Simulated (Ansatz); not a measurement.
The system is MnH2O2 (Pyrochroite).

```xyz
5
Lattice="3.2500 0.0000 0.0000 -1.6250 2.8146 0.0000 0.0000 0.0000 4.4800" Properties=species:S:1:pos:R:3 pbc="T T T"
Mn    0.0000    0.0000    0.0000
O     1.6250    0.9382    3.4675
O     0.0000    1.8764    1.0125
H     1.6250    0.9382    2.4819
H     0.0000    1.8764    1.9981
```

Base run:

| Item | Value |
| --- | --- |
| Program | Ansatz 0.2.0 |
| Functional | PBE0 |
| Potentials or basis | Ansatz PAW |
| Cutoff | 420 eV |
| Density cutoff | 1680 eV |
| k mesh | 6 × 6 × 4 |
| Occupations | fermi-dirac, width 0.05 eV |
| Spin | collinear spin, ferromagnetic start |
| Starting moments | [4.0, 0.0, 0.0, 0.0, 0.0] μB |

Its results: band gap on the k mesh 3.24 eV, indirect (least direct gap 3.45 eV); net moment 5.00 μB per cell; site moments Mn +4.23; O +0.04; H +0.00 μB; largest force 2.028 eV/Å.

Question: The run is repeated on the same cell with these changes: functional from PBE0 to HSE06. What comes out?

Answer: Band gap on the k mesh 2.51 eV, indirect (least direct gap 2.72 eV); net moment 5.00 μB per cell; site moments Mn +4.23; O +0.04; H +0.00 μB; largest force 2.021 eV/Å.

Caveats: the magnetic or orbital state may not be the lowest; a cell with one magnetic atom can't hold antiferromagnetic order, which such compounds often take; the PAW data sets come from PBE, with cores solved anew for the run's functional, which leaves a small shift of forces and pressure; forces of over 1 eV/Å show positions far from the minimum, so gaps and moduli don't describe the material at rest.

Not every run made on this cell is shown here.
